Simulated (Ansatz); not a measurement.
AgCl (Fm-3m), a vibration from a frozen displacement

Theory: Ansatz, DFT PBE, scalar-relativistic, plane waves, PAW. Cutoff 420 eV, Γ-centred 8×8×8 k-points, Gaussian smearing of 0.05 eV. No spin polarisation. Energies are free energies at this smearing, counted from the undisturbed cell; pressure is positive in compression.

The undisturbed cell (as given, not relaxed at this level; it stands at 1.6 GPa):

```yaml
crystal:
  lattice:
    - [0.00000, 2.77315, 2.77315]
    - [2.77315, 0.00000, 2.77315]
    - [2.77315, 2.77315, 0.00000]
  atoms:
    - { symbol: Ag, position: [0.50000, 0.50000, 0.50000] }
    - { symbol: Cl, position: [0.00000, 0.00000, 0.00000] }
```

Every Cl atom is moved by x along the Cartesian unit vector (0.707, 0.707, 0.000); the cell and all other atoms stay fixed. The cell's volume is 42.65 Å³; the moved atoms weigh 35.450 u together and the others 107.868 u. Some rows repeat others by symmetry and weren't run.

| x (Å) | ΔE (meV/cell) | total force on the moved atoms along the move (eV/Å) | pressure (GPa) |
| --- | --- | --- | --- |
| -0.2000 | 23.66 | 0.2448 | 2.2625 |
| -0.1750 | 17.97 | 0.2109 | 2.1092 |
| -0.1500 | 13.11 | 0.1782 | 1.9769 |
| -0.1250 | 9.04 | 0.1468 | 1.8652 |
| -0.1000 | 5.76 | 0.1162 | 1.7742 |
| -0.0750 | 3.23 | 0.0865 | 1.7035 |
| -0.0500 | 1.43 | 0.0573 | 1.6531 |
| -0.0250 | 0.36 | 0.0286 | 1.6230 |
| 0.0000 | 0.00 | 0.0000 | 1.6130 |
| 0.0250 | 0.36 | -0.0286 | 1.6230 |
| 0.0500 | 1.43 | -0.0573 | 1.6531 |
| 0.0750 | 3.23 | -0.0865 | 1.7035 |
| 0.1000 | 5.76 | -0.1162 | 1.7742 |
| 0.1250 | 9.04 | -0.1468 | 1.8652 |
| 0.1500 | 13.11 | -0.1782 | 1.9769 |
| 0.1750 | 17.97 | -0.2109 | 2.1092 |
| 0.2000 | 23.66 | -0.2448 | 2.2625 |

Problem. What frequency belongs to this motion?

Solution. The force constant is k = −dF/dx = 1.143 eV/Å², from the parabola through x = -0.0250, 0 and 0.0250. In every cell the moved atoms swing against the rest, so the mass is μ = m₁m₂/(m₁ + m₂) = 26.681 u, and ν̃ = 521.5 cm⁻¹ × √(|k|/μ) = 108 cm⁻¹, at this cell's pressure of 1.6 GPa. To first order in x, and within 1 %, the force on every atom lies along the move and, within each of the two groups, in proportion to the atom's mass, so this is itself a mode at the zone centre of this cell, taken without macroscopic field (the transverse frequency in a polar insulator).

Problem. How far does the harmonic law reach?

Solution. At x = -0.200 Å, kx²/2 = 22.85 meV against the computed 23.66 meV (+3.5 %): the well is still close to harmonic there.